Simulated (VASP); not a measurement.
All values below come from PBEsol GGA, VASP's PBE PAW potentials (set 64) (plane waves; VASP 6.6.1).

The input files of a VASP run:

KPOINTS:
```
Regular mesh
0
gamma
 9 9 9
0 0 0
```

**INCAR**
```
ALGO = Normal
EDIFF = 1E-7
ENCUT = 400
GGA = PS
ISIF = 2
ISMEAR = -5
LASPH = .TRUE.
LCHARG = .TRUE.
LMAXMIX = 4
LORBIT = 11
LREAL = .FALSE.
LWAVE = .FALSE.
NEDOS = 601
NELM = 100
PREC = Accurate
SYSTEM = NaBr
```

POSCAR:
```
NaBr
1
    0.0000000000     2.9600942629     2.9600942629
    2.9600942629     0.0000000000     2.9600942629
    2.9600942629     2.9600942629     0.0000000000
Na Br
1 1
Direct
  0.0000000000   0.0000000000   0.0000000000
  0.5000000000   0.5000000000   0.5000000000
```

POTCAR, in this order: Na_pv Br (PBE.64 set). Program: vasp_std.

The run wrote:

**OSZICAR**
```
       N       E                     dE             d eps       ncg     rms          rms(c)
DAV:   1     0.767367742167E+02    0.76737E+02   -0.64044E+03   784   0.101E+03
DAV:   2    -0.294101101920E+00   -0.77031E+02   -0.72606E+02   857   0.233E+02
DAV:   3    -0.637171049093E+01   -0.60776E+01   -0.60485E+01   938   0.681E+01
DAV:   4    -0.648512906101E+01   -0.11342E+00   -0.11335E+00   857   0.105E+01
DAV:   5    -0.648681035615E+01   -0.16813E-02   -0.16812E-02   903   0.124E+00    0.155E+00
DAV:   6    -0.638338157532E+01    0.10343E+00   -0.16464E-01   869   0.329E+00    0.912E-01
DAV:   7    -0.637143114765E+01    0.11950E-01   -0.70651E-02  1003   0.197E+00    0.503E-01
DAV:   8    -0.637348885428E+01   -0.20577E-02   -0.46813E-03   827   0.774E-01    0.107E-01
DAV:   9    -0.637344948297E+01    0.39371E-04   -0.10108E-04   920   0.111E-01    0.491E-02
DAV:  10    -0.637347545261E+01   -0.25970E-04   -0.52625E-05   830   0.718E-02    0.669E-03
DAV:  11    -0.637347472083E+01    0.73178E-06   -0.47264E-06   881   0.248E-02    0.811E-04
DAV:  12    -0.637347484390E+01   -0.12307E-06   -0.16336E-07   851   0.379E-03    0.501E-04
DAV:  13    -0.637347489470E+01   -0.50805E-07   -0.42160E-08   765   0.162E-03
   1 F= -.63734749E+01 E0= -.63734749E+01  d E =0.000000E+00
```

File OUTCAR:
```
------------------------ aborting loop because EDIFF is reached ----------------------------------------
  FORCE on cell =-STRESS in cart. coord.  units (eV):
  Direction    XX          YY          ZZ          XY          YZ          ZX
  --------------------------------------------------------------------------------------
  Total       -0.0218275     -0.0218275     -0.0218275      0.0000000      0.0000000     -0.0000000
  in kB       -0.6741671     -0.6741671     -0.6741671      0.0000000      0.0000000     -0.0000000
  external PRESSURE =      -0.6741671 kB  Pullay stress =       0.0000000 kB
  volume of cell :       51.87
      direct lattice vectors                 reciprocal lattice vectors
     0.000000000  2.960094263  2.960094263    -0.168913540  0.168913540  0.168913540
     2.960094263  0.000000000  2.960094263     0.168913540 -0.168913540  0.168913540
     2.960094263  2.960094263  0.000000000     0.168913540  0.168913540 -0.168913540
 POSITION                                       TOTAL-FORCE (eV/Angst)
 -----------------------------------------------------------------------------------
      0.00000      0.00000      0.00000         0.000000      0.000000     -0.000000
      2.96009      2.96009      2.96009         0.000000     -0.000000      0.000000
 -----------------------------------------------------------------------------------
    total drift:                                0.000000      0.000000      0.000000
  FREE ENERGIE OF THE ION-ELECTRON SYSTEM (eV)
  ---------------------------------------------------
  free  energy   TOTEN  =        -6.3734748947 eV

  energy  without entropy=       -6.3734748947  energy(sigma->0) =       -6.37347489

 total charge

# of ion       s       p       d       tot
------------------------------------------
    1        0.045   5.980   0.000   6.025
    2        1.592   3.293   0.002   4.888
--------------------------------------------------
tot          1.637   9.273   0.002  10.912
```
(Selected blocks of OUTCAR.)

OUTCAR:
```
 val. band max:       -0.6769130685   @ k =   0.0000   0.0000   0.0000

 cond. band min:       3.3960282200   @ k =   0.0000   0.0000   0.0000


 Fermi energy:        -0.6737197363

 k-point     1 :       0.0000    0.0000    0.0000
  band No.  band energies     occupation
      1     -22.0147      2.00000
      2     -22.0147      2.00000
      3     -22.0147      2.00000
      4     -13.5599      2.00000
      5      -0.6769      2.00000
      6      -0.6769      2.00000
      7      -0.6769      2.00000
      8       3.3960      0.00000
      9       9.0688      0.00000
     10       9.0688      0.00000
     11       9.0688      0.00000

 k-point     2 :       0.1111    0.0000    0.0000
  band No.  band energies     occupation
      1     -22.0167      2.00000
      2     -22.0148      2.00000
      3     -22.0147      2.00000
      4     -13.5257      2.00000
      5      -1.0492      2.00000
      6      -0.7138      2.00000
      7      -0.7138      2.00000
      8       3.8527      0.00000
      9       8.6271      0.00000
     10       9.2227      0.00000
     11       9.2227      0.00000

 k-point     3 :       0.2222    0.0000    0.0000
  band No.  band energies     occupation
      1     -22.0222      2.00000
      2     -22.0151      2.00000
      3     -22.0150      2.00000
      4     -13.4370      2.00000
      5      -1.7852      2.00000
      6      -0.8040      2.00000
      7      -0.8040      2.00000
      8       4.7256      0.00000
      9       8.1950      0.00000
     10       9.3277      0.00000
     11       9.3277      0.00000

 k-point     4 :       0.3333    0.0000    0.0000
  band No.  band energies     occupation
      1     -22.0281      2.00000
      2     -22.0155      2.00000
      3     -22.0154      2.00000
      4     -13.3325      2.00000
      5      -2.4435      2.00000
      6      -0.9017      2.00000
      7      -0.9017      2.00000
      8       5.2579      0.00000
      9       8.5189      0.00000
...
```

The compound is NaBr in the rock salt structure. It was relaxed first.
